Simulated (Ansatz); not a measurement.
# Ge5H: the cost of one run

Method: DFT PBEsol, scalar-relativistic, plane waves, PAW, in Ansatz 0.2.0.

### 1 The structure to begin with

It takes space group Cmm2 (No. 35, orthorhombic). Conventional cell: a = 8.002 Å, b = 16.003 Å, c = 30.967 Å, α = 90.00°, β = 90.00°, γ = 90.00°. Around Ge (site symmetry m) lie 3 Ge at 2.64 to 2.69 Å. Ge (site symmetry m) is surrounded by 2 Ge at 2.28 Å. Ge (site symmetry 1) is surrounded by 3 Ge at 2.28 to 2.45 Å. Ge (site symmetry 2) is surrounded by 4 Ge at 2.45 Å. Around Ge (site symmetry m) lie 4 Ge at 2.45 Å. Around Ge (site symmetry mm2) lie 4 Ge at 2.45 Å. Only part of the 21 independent sites is listed.

Structure file:

```xyz
96
Lattice="8.0016 0.0000 0.0000 0.0000 16.0032 0.0000 0.0000 0.0000 30.9669" Properties=species:S:1:pos:R:3 pbc="T T T"
Ge    0.0000    0.7504   22.4669
Ge    0.0000    3.2504   21.6269
Ge    0.0000    8.7520   21.6269
Ge    0.0000   11.2520   22.4669
Ge    4.0008    0.7504   21.6269
Ge    4.0008    3.2504   22.4669
Ge    4.0008    8.7520   22.4669
Ge    4.0008   11.2520   21.6269
Ge    2.0004    0.0000   20.8324
Ge    2.0004    4.0008   20.8324
Ge    2.0004    8.0016   20.8324
Ge    2.0004   12.0024   20.8324
Ge    6.0012    0.0000   20.8324
Ge    6.0012    4.0008   20.8324
Ge    6.0012    8.0016   20.8324
Ge    6.0012   12.0024   20.8324
Ge    2.0004    2.0004   19.4179
Ge    2.0004    6.0012   19.4179
Ge    2.0004   10.0020   19.4179
Ge    2.0004   14.0028   19.4179
Ge    6.0012    2.0004   19.4179
Ge    6.0012    6.0012   19.4179
Ge    6.0012   10.0020   19.4179
Ge    6.0012   14.0028   19.4179
Ge    0.0000    2.0004   18.0034
Ge    0.0000    6.0012   18.0034
Ge    0.0000   10.0020   18.0034
Ge    0.0000   14.0028   18.0034
Ge    4.0008    2.0004   18.0034
Ge    4.0008    6.0012   18.0034
Ge    4.0008   10.0020   18.0034
Ge    4.0008   14.0028   18.0034
Ge    0.0000    0.0000   16.5889
Ge    0.0000    4.0008   16.5889
Ge    0.0000    8.0016   16.5889
Ge    0.0000   12.0024   16.5889
Ge    4.0008    0.0000   16.5889
Ge    4.0008    4.0008   16.5889
Ge    4.0008    8.0016   16.5889
Ge    4.0008   12.0024   16.5889
Ge    2.0004    0.0000   15.1744
Ge    2.0004    4.0008   15.1744
Ge    2.0004    8.0016   15.1744
Ge    2.0004   12.0024   15.1744
Ge    6.0012    0.0000   15.1744
Ge    6.0012    4.0008   15.1744
Ge    6.0012    8.0016   15.1744
Ge    6.0012   12.0024   15.1744
Ge    2.0004    2.0004   13.7599
Ge    2.0004    6.0012   13.7599
Ge    2.0004   10.0020   13.7599
Ge    2.0004   14.0028   13.7599
Ge    6.0012    2.0004   13.7599
Ge    6.0012    6.0012   13.7599
Ge    6.0012   10.0020   13.7599
Ge    6.0012   14.0028   13.7599
Ge    0.0000    2.0004   12.3454
Ge    0.0000    6.0012   12.3454
Ge    0.0000   10.0020   12.3454
Ge    0.0000   14.0028   12.3454
Ge    4.0008    2.0004   12.3454
Ge    4.0008    6.0012   12.3454
Ge    4.0008   10.0020   12.3454
Ge    4.0008   14.0028   12.3454
Ge    0.0000    0.0000   10.9309
Ge    0.0000    4.0008   10.9309
Ge    0.0000    8.0016   10.9309
Ge    0.0000   12.0024   10.9309
Ge    4.0008    0.0000   10.9309
Ge    4.0008    4.0008   10.9309
Ge    4.0008    8.0016   10.9309
Ge    4.0008   12.0024   10.9309
Ge    2.0004    0.0000    9.5164
Ge    2.0004    4.0008    9.5164
Ge    2.0004    8.0016    9.5164
Ge    2.0004   12.0024    9.5164
Ge    6.0012    0.0000    9.5164
Ge    6.0012    4.0008    9.5164
Ge    6.0012    8.0016    9.5164
Ge    6.0012   12.0024    9.5164
H     2.0004    1.1565    8.5000
H     2.0004   14.8467    8.5000
H     2.0004    5.1574    8.5000
H     2.0004    2.8443    8.5000
H     2.0004    9.1582    8.5000
H     2.0004    6.8451    8.5000
H     2.0004   13.1590    8.5000
H     2.0004   10.8459    8.5000
H     6.0012    1.1565    8.5000
H     6.0012   14.8467    8.5000
H     6.0012    5.1574    8.5000
H     6.0012    2.8443    8.5000
H     6.0012    9.1582    8.5000
H     6.0012    6.8451    8.5000
H     6.0012   13.1590    8.5000
H     6.0012   10.8459    8.5000
```

### 2 Relaxing the atoms: Ge80H16 slab, no spin

input.yaml

```yaml
crystal:
  lattice:
    - [8.0016203359, 0.0, 0.0]
    - [0.0, 16.0032406718, 0.0]
    - [0.0, 0.0, 30.9669]
  atoms:
    - { symbol: Ge, position: [0.0, 0.0468908204, 0.7255133707] }
    - { symbol: Ge, position: [0.0, 0.2031091796, 0.6983876332] }
    - { symbol: Ge, position: [0.0, 0.5468908204, 0.6983876332] }
    - { symbol: Ge, position: [0.0, 0.7031091796, 0.7255133707] }
    - { symbol: Ge, position: [0.5, 0.0468908204, 0.6983876332] }
    - { symbol: Ge, position: [0.5, 0.2031091796, 0.7255133707] }
    - { symbol: Ge, position: [0.5, 0.5468908204, 0.7255133707] }
    - { symbol: Ge, position: [0.5, 0.7031091796, 0.6983876332] }
    - { symbol: Ge, position: [0.25, 0.0, 0.6727312065] }
    - { symbol: Ge, position: [0.25, 0.25, 0.6727312065] }
    - { symbol: Ge, position: [0.25, 0.5, 0.6727312065] }
    - { symbol: Ge, position: [0.25, 0.75, 0.6727312065] }
    - { symbol: Ge, position: [0.75, 0.0, 0.6727312065] }
    - { symbol: Ge, position: [0.75, 0.25, 0.6727312065] }
    - { symbol: Ge, position: [0.75, 0.5, 0.6727312065] }
    - { symbol: Ge, position: [0.75, 0.75, 0.6727312065] }
    - { symbol: Ge, position: [0.25, 0.125, 0.6270534022] }
    - { symbol: Ge, position: [0.25, 0.375, 0.6270534022] }
    - { symbol: Ge, position: [0.25, 0.625, 0.6270534022] }
    - { symbol: Ge, position: [0.25, 0.875, 0.6270534022] }
    - { symbol: Ge, position: [0.75, 0.125, 0.6270534022] }
    - { symbol: Ge, position: [0.75, 0.375, 0.6270534022] }
    - { symbol: Ge, position: [0.75, 0.625, 0.6270534022] }
    - { symbol: Ge, position: [0.75, 0.875, 0.6270534022] }
    - { symbol: Ge, position: [0.0, 0.125, 0.5813755978] }
    - { symbol: Ge, position: [0.0, 0.375, 0.5813755978] }
    - { symbol: Ge, position: [0.0, 0.625, 0.5813755978] }
    - { symbol: Ge, position: [0.0, 0.875, 0.5813755978] }
    - { symbol: Ge, position: [0.5, 0.125, 0.5813755978] }
    - { symbol: Ge, position: [0.5, 0.375, 0.5813755978] }
    - { symbol: Ge, position: [0.5, 0.625, 0.5813755978] }
    - { symbol: Ge, position: [0.5, 0.875, 0.5813755978] }
    - { symbol: Ge, position: [0.0, 0.0, 0.5356977935] }
    - { symbol: Ge, position: [0.0, 0.25, 0.5356977935] }
    - { symbol: Ge, position: [0.0, 0.5, 0.5356977935] }
    - { symbol: Ge, position: [0.0, 0.75, 0.5356977935] }
    - { symbol: Ge, position: [0.5, 0.0, 0.5356977935] }
    - { symbol: Ge, position: [0.5, 0.25, 0.5356977935] }
    - { symbol: Ge, position: [0.5, 0.5, 0.5356977935] }
    - { symbol: Ge, position: [0.5, 0.75, 0.5356977935] }
    - { symbol: Ge, position: [0.25, 0.0, 0.4900199891] }
    - { symbol: Ge, position: [0.25, 0.25, 0.4900199891] }
    - { symbol: Ge, position: [0.25, 0.5, 0.4900199891] }
    - { symbol: Ge, position: [0.25, 0.75, 0.4900199891] }
    - { symbol: Ge, position: [0.75, 0.0, 0.4900199891] }
    - { symbol: Ge, position: [0.75, 0.25, 0.4900199891] }
    - { symbol: Ge, position: [0.75, 0.5, 0.4900199891] }
    - { symbol: Ge, position: [0.75, 0.75, 0.4900199891] }
    - { symbol: Ge, position: [0.25, 0.125, 0.4443421847] }
    - { symbol: Ge, position: [0.25, 0.375, 0.4443421847] }
    - { symbol: Ge, position: [0.25, 0.625, 0.4443421847] }
    - { symbol: Ge, position: [0.25, 0.875, 0.4443421847] }
    - { symbol: Ge, position: [0.75, 0.125, 0.4443421847] }
    - { symbol: Ge, position: [0.75, 0.375, 0.4443421847] }
    - { symbol: Ge, position: [0.75, 0.625, 0.4443421847] }
    - { symbol: Ge, position: [0.75, 0.875, 0.4443421847] }
    - { symbol: Ge, position: [0.0, 0.125, 0.3986643804] }
    - { symbol: Ge, position: [0.0, 0.375, 0.3986643804] }
    - { symbol: Ge, position: [0.0, 0.625, 0.3986643804] }
    - { symbol: Ge, position: [0.0, 0.875, 0.3986643804] }
    - { symbol: Ge, position: [0.5, 0.125, 0.3986643804] }
    - { symbol: Ge, position: [0.5, 0.375, 0.3986643804] }
    - { symbol: Ge, position: [0.5, 0.625, 0.3986643804] }
    - { symbol: Ge, position: [0.5, 0.875, 0.3986643804] }
    - { symbol: Ge, position: [0.0, 0.0, 0.352986576] }
    - { symbol: Ge, position: [0.0, 0.25, 0.352986576] }
    - { symbol: Ge, position: [0.0, 0.5, 0.352986576] }
    - { symbol: Ge, position: [0.0, 0.75, 0.352986576] }
    - { symbol: Ge, position: [0.5, 0.0, 0.352986576] }
    - { symbol: Ge, position: [0.5, 0.25, 0.352986576] }
    - { symbol: Ge, position: [0.5, 0.5, 0.352986576] }
    - { symbol: Ge, position: [0.5, 0.75, 0.352986576] }
    - { symbol: Ge, position: [0.25, 0.0, 0.3073087716] }
    - { symbol: Ge, position: [0.25, 0.25, 0.3073087716] }
    - { symbol: Ge, position: [0.25, 0.5, 0.3073087716] }
    - { symbol: Ge, position: [0.25, 0.75, 0.3073087716] }
    - { symbol: Ge, position: [0.75, 0.0, 0.3073087716] }
    - { symbol: Ge, position: [0.75, 0.25, 0.3073087716] }
    - { symbol: Ge, position: [0.75, 0.5, 0.3073087716] }
    - { symbol: Ge, position: [0.75, 0.75, 0.3073087716] }
    - { symbol: H, position: [0.25, 0.0722691125, 0.2744866293] }
    - { symbol: H, position: [0.25, 0.9277308875, 0.2744866293] }
    - { symbol: H, position: [0.25, 0.3222691125, 0.2744866293] }
    - { symbol: H, position: [0.25, 0.1777308875, 0.2744866293] }
    - { symbol: H, position: [0.25, 0.5722691125, 0.2744866293] }
    - { symbol: H, position: [0.25, 0.4277308875, 0.2744866293] }
    - { symbol: H, position: [0.25, 0.8222691125, 0.2744866293] }
    - { symbol: H, position: [0.25, 0.6777308875, 0.2744866293] }
    - { symbol: H, position: [0.75, 0.0722691125, 0.2744866293] }
    - { symbol: H, position: [0.75, 0.9277308875, 0.2744866293] }
    - { symbol: H, position: [0.75, 0.3222691125, 0.2744866293] }
    - { symbol: H, position: [0.75, 0.1777308875, 0.2744866293] }
    - { symbol: H, position: [0.75, 0.5722691125, 0.2744866293] }
    - { symbol: H, position: [0.75, 0.4277308875, 0.2744866293] }
    - { symbol: H, position: [0.75, 0.8222691125, 0.2744866293] }
    - { symbol: H, position: [0.75, 0.6777308875, 0.2744866293] }
scf:
  occupations: { method: gaussian, width: 0.03 }
output:
  forces: true
  stress: false
  efg: {}
  write_density: true
  write_potential: true
  elf: true
  volumetric_format: npy
hamiltonian:
  xc: pbesol
efield:
  axis: 3
  dipole_correction: true
kpoints:
  mp_grid: { grid: [6, 3, 1] }
relax:
  f_tol: 0.01
  constraints:
    - { sites: [64, 65, 66, 67, 68, 69, 70, 71, 72, 73, 74, 75, 76, 77, 78, 79] }
```

Started as:

```
ansatz run input.yaml --threads 16 --pin off --max-ram 40960MiB --backend cpu --events-out ev --progress --plain --runs-dir out
```

What time and memory should one allow on 16 threads of Arm Neoverse V2, shared host?

About 37 min, with a peak of 26 GiB.
